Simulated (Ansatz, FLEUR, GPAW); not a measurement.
# MnS: 3 runs at one level of theory

```
Mn S
1.0
     0.00000    2.60450    2.60450
     2.60450    0.00000    2.60450
     2.60450    2.60450    0.00000
Mn S
1 1
Direct
  0.00000 0.00000 0.00000
  0.50000 0.50000 0.50000
```

Alike in all runs: task band structure; functional RPBE; k mesh 9 × 9 × 9; occupations fermi-dirac, width 0.05 eV; collinear spin, ferromagnetic start; no spin-orbit coupling. The measured crystal is an antiferromagnetic insulator; the state found here is the runs' own. Pressure is positive in compression and, in plane waves, holds the error of the finite cutoff, which Ansatz's Pulay term estimates and takes out.

| program and potentials | plane-wave cutoff (eV) | notes | pressure (GPa) | net moment per atom (μB) |
| --- | --- | --- | --- | --- |
| Ansatz, Ansatz PAW | 420 | potentials made for PBE, which Ansatz adapts in part; Pulay term of +0.06 GPa included | 0.59 | 2.38 |
| GPAW, the program's PAW data sets (release 1.2.1) made for this functional | 600 | - | 0.56 | 2.37 |
| FLEUR, all-electron, FLAPW | - | - | - | 2.43 |

The pressure spans 0.56 (GPAW, the program's PAW data sets (release 1.2.1) made for this functional) to 0.59 GPa (Ansatz, Ansatz PAW). The net moment per atom spans 2.37 (GPAW, the program's PAW data sets (release 1.2.1) made for this functional) to 2.43 μB (FLEUR, all-electron, FLAPW), with all-electron results at 2.43. Some sets were made for another functional than the one run, which can shift their rows. The state is the one that the start led to, which needn't be the lowest.

The functional is the same throughout but for its coding, so the spread measures potentials, basis and numerics; runs on potential files found faulty are left out.
